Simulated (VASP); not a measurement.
# Settings for CdSe: band structure

CdSe, F-43m (no. 216), 2 atoms in the cell. RPBE; PAW potentials Cd, Se (PBE set). VASP 6.6.1.

Wanted: band energies at the path's corners within 0.006 eV; smallest gap over path and mesh within 0.003 eV.

What the run is for: bands; Accuracy asked: tight; Route: fixed density (ICHARG 11).

Band energies at the path's corners: counted from the valence top.

POSCAR:
```
CdSe
1.0
    0.0000000000      3.0702711986      3.0702711986
    3.0702711986      0.0000000000      3.0702711986
    3.0702711986      3.0702711986      0.0000000000
Cd Se
1 1
Direct
    0.0000000000      0.0000000000      0.0000000000
    0.2500000000      0.2500000000      0.2500000000
```

The series start from Plane-wave cutoff (eV): 320; k-point mesh: 5 × 5 × 5; k points a path segment: 12; Electronic threshold (eV): 1e-6; Precision mode (PREC): Accurate; Bands in all (NBANDS): 21; Aspherical gradient terms in the spheres (LASPH): yes. Each series keeps the choices made before it, and each single choice may use up half of a tolerance. Times cover all steps of a run.

## Plane-wave cutoff (eV)

| Plane-wave cutoff (eV) | Band energies at the path's corners, largest deviation (eV) | Smallest gap over path and mesh (eV) | Time (s) |
|---|---|---|---|
| 220 | 0.0189 | 0.7026 | 13 |
| 280 | 0.0068 | 0.7125 | 13 |
| 320 | 0.0070 | 0.7126 | 30 |
| 360 | 0.0045 | 0.7153 | 25 |
| 440 | 0.0005 | 0.7193 | 38 |
| 550 (reference) | 0.0000 | 0.7197 | 43 |

Chosen: 440, the loosest value from which every tighter one stays within half of the tolerance.

## k-point mesh

| k-point mesh | Band energies at the path's corners, largest deviation (eV) | Smallest gap over path and mesh (eV) | Time (s) |
|---|---|---|---|
| 2 × 2 × 2 | 0.2208 | 0.5862 | 32 |
| 3 × 3 × 3 | 0.0588 | 0.6882 | 46 |
| 4 × 4 × 4 | 0.0179 | 0.7122 | 51 |
| 5 × 5 × 5 | 0.0060 | 0.7193 | 38 |
| 6 × 6 × 6 | 0.0021 | 0.7215 | 64 |
| 8 × 8 × 8 (reference) | 0.0000 | 0.7229 | 74 |

Chosen: 6 × 6 × 6.

## Electronic threshold (eV)

| Electronic threshold (eV) | Band energies at the path's corners, largest deviation (eV) | Smallest gap over path and mesh (eV) | Time (s) |
|---|---|---|---|
| 0.001 | 0.0022 | 0.7098 | 31 |
| 0.0001 | 0.0004 | 0.7215 | 32 |
| 1e-5 | 0.0004 | 0.7215 | 34 |
| 1e-6 | 0.0006 | 0.7215 | 36 |
| 1e-7 (reference) | 0.0000 | 0.7229 | 42 |

Chosen: 0.0001.

## Precision mode (PREC)

| Precision mode (PREC) | Band energies at the path's corners, largest deviation (eV) | Smallest gap over path and mesh (eV) | Time (s) |
|---|---|---|---|
| SingleN | 0.0008 | 0.7223 | 15 |
| Normal | 0.0001 | 0.7216 | 19 |
| Accurate (reference) | 0.0000 | 0.7215 | 32 |

Chosen: SingleN.

## Bands in all (NBANDS)

| Bands in all (NBANDS) | Band energies at the path's corners, largest deviation (eV) | Smallest gap over path and mesh (eV) | Time (s) |
|---|---|---|---|
| 11 | 0.0011 | 0.7212 | 12 |
| 12 | 0.0008 | 0.7215 | 14 |
| 13 | 0.0005 | 0.7220 | 13 |
| 15 | 0.0004 | 0.7222 | 12 |
| 21 | 0.0007 | 0.7223 | 15 |
| 31 (reference) | 0.0000 | 0.7221 | 19 |

Chosen: 11.

## Aspherical gradient terms in the spheres (LASPH)

| Aspherical gradient terms in the spheres (LASPH) | Band energies at the path's corners, largest deviation (eV) | Smallest gap over path and mesh (eV) | Time (s) |
|---|---|---|---|
| no | 0.0002 | 0.7209 | 10 |
| yes (reference) | 0.0000 | 0.7212 | 12 |

Chosen: no.

Also changed on the way, by series that aren't shown: k points a path segment: 5.

## All choices together

| Input | Band energies at the path's corners, largest deviation (eV) | Smallest gap over path and mesh (eV) | Time (s) |
|---|---|---|---|
| the program's defaults (naive) | 0.0214 | 0.7057 | 14 |
| chosen settings | 0.0025 | 0.7232 | 13 |
| reference settings throughout | 0.0000 | 0.7247 | 255 |

The tolerance is met.

2 cheaper combinations failed this check first and made the worst setting one step tighter.

## The input

INCAR.step1:
```
SYSTEM = CdSe
  GGA = RP
  ISMEAR = 0
  SIGMA = 0.03
  LWAVE = .FALSE.
  LCHARG = .TRUE.
  NBANDS = 11
  PREC = SingleN
  LASPH = .FALSE.
  LREAL = .FALSE.
  ALGO = Normal
  EDIFF = 1E-6
  NELM = 120
  GGA_COMPAT = .FALSE.
  ENCUT = 440
  EFERMI = MIDGAP
```

INCAR.step2, as INCAR.step1 but for:
```
- LCHARG = .TRUE.
+ LCHARG = .FALSE.
+ ICHARG = 11
```

KPOINTS.step1:
```
Automatic mesh
0
Gamma
  6 6 6
  0 0 0
```

KPOINTS.step2:
```
path GXWKGLUWLK,UX
5
line-mode
reciprocal
 0.0000000000  0.0000000000  0.0000000000  G
 0.5000000000  0.0000000000  0.5000000000  X

 0.5000000000  0.0000000000  0.5000000000  X
 0.5000000000  0.2500000000  0.7500000000  W

 0.5000000000  0.2500000000  0.7500000000  W
 0.3750000000  0.3750000000  0.7500000000  K

 0.3750000000  0.3750000000  0.7500000000  K
 0.0000000000  0.0000000000  0.0000000000  G

 0.0000000000  0.0000000000  0.0000000000  G
 0.5000000000  0.5000000000  0.5000000000  L

 0.5000000000  0.5000000000  0.5000000000  L
 0.6250000000  0.2500000000  0.6250000000  U

 0.6250000000  0.2500000000  0.6250000000  U
 0.5000000000  0.2500000000  0.7500000000  W

 0.5000000000  0.2500000000  0.7500000000  W
 0.5000000000  0.5000000000  0.5000000000  L

 0.5000000000  0.5000000000  0.5000000000  L
 0.3750000000  0.3750000000  0.7500000000  K

 0.6250000000  0.2500000000  0.6250000000  U
 0.5000000000  0.0000000000  0.5000000000  X
```

Commands (each step's output is kept before the next begins):
```
cat potpaw_PBE.64/Cd/POTCAR potpaw_PBE.64/Se/POTCAR > POTCAR
cp INCAR.step1 INCAR
cp KPOINTS.step1 KPOINTS
mpirun -np 1 vasp_std > vasp.out
cp INCAR.step2 INCAR
cp KPOINTS.step2 KPOINTS
mpirun -np 1 vasp_std > vasp.out
```

Limits: RPBE gaps are mostly well below measured ones.

The chosen input took VASP 6.6.1 13 s on 1 core (Intel Xeon Platinum 8488C (Sapphire Rapids)), a shared host.

## An input that fails: tetrahedra on too few k points

VASP's message: IBZKPT: tetrahedron method fails for NKPT<4. NKPT = 1.

k mesh: 5 × 5 × 5 becomes 1 × 1 × 1.

Changes against the starting input:
```
- ISMEAR = 0
- NELM = 120
+ ISMEAR = -5
+ NELM = 83
```
